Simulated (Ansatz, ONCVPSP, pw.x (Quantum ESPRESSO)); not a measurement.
**Equation-of-state test of one ONCV potential (Ge)**

| Quantity | Value |
| --- | --- |
| Element | Ge (Z = 32) |
| Generator | ONCVPSP 4.0.1.1 (patched build) |
| Type | optimised norm-conserving Vanderbilt (ONCV) |
| Functional | PBE |
| Relativity | scalar-relativistic |
| Frozen core | [Ar] 3d10 |
| Valence charge | 4 |
| Reference configuration | 4s2 4p2 |
| Partial waves | 4s: rc 1.75 bohr, ncon 4, nbas 8, qcut 1.8 1/bohr, 1 projector; 4p: rc 2.50 bohr, ncon 5, nbas 10, qcut 4 1/bohr, 2 projectors, debl 0.7 Ha |
| Local potential | polynomial inside 1.30 bohr (lpopt 5, dvloc0 0 Ha) |
| Core correction | Teter function, fcfact 4.5, rcfact 1.1 |

Crystal test: fcc Ge in pw.x 7.5, no spin, 13³ k-points, Fermi–Dirac smearing 0.01 Ry, cutoffs 140/560 Ry. The reference is all-electron LAPW (Ansatz 0.2.0) with the same functional, mesh and smearing; V0 and B0 come from Birch–Murnaghan fits to the pressures at five volumes. Errors are pseudo minus all-electron; Δ is the rms difference of the E(V) curves that follow from these fits, minima aligned, over ±6 % about the mean V0. Mesh and smearing are coarse, so the numbers serve the comparison and aren't converged zero-temperature values; the lattice is a test structure that the element need not adopt.

All-electron: a0 = 4.278 Å (V0 = 19.58 Å³/atom), B0 = 60.8 GPa.

How far does the potential miss the all-electron equation of state?

mean pressure error (GPa): -15.67. The pressure does not cross zero within the volumes sampled, so no fit is given. This is a poor potential for the solid. Note: ghosts flagged at negative energy: s at -0.58 eV; no localised positive-energy state flagged. A true bound ghost makes a file unfit for plane-wave use.

```json
{"V (Å³/atom)": "18.596", "P all-electron (GPa)": "3.50", "P pseudo (GPa)": "-15.15"}
{"V (Å³/atom)": "19.086", "P all-electron (GPa)": "1.64", "P pseudo (GPa)": "-15.37"}
{"V (Å³/atom)": "19.575", "P all-electron (GPa)": "0.01", "P pseudo (GPa)": "-15.52"}
{"V (Å³/atom)": "20.064", "P all-electron (GPa)": "-1.41", "P pseudo (GPa)": "-15.61"}
{"V (Å³/atom)": "20.554", "P all-electron (GPa)": "-2.66", "P pseudo (GPa)": "-15.65"}
```

At the middle volume, how do free energy and pressure move when the wave cutoff is lowered (ecutrho kept at four times it)?

| cutoff (Ry) | shift of F (meV/atom) | shift of P (GPa) |
| --- | --- | --- |
| 63 | +151.7 | -0.84 |
| 84 | +124.2 | -2.04 |
| 112 | +11.4 | -1.08 |

The run at the middle volume (84 k-points, 5 iterations) took about 64 s on one core of a shared host (Neoverse-N1, 64 threads, 124 GiB, load 56).
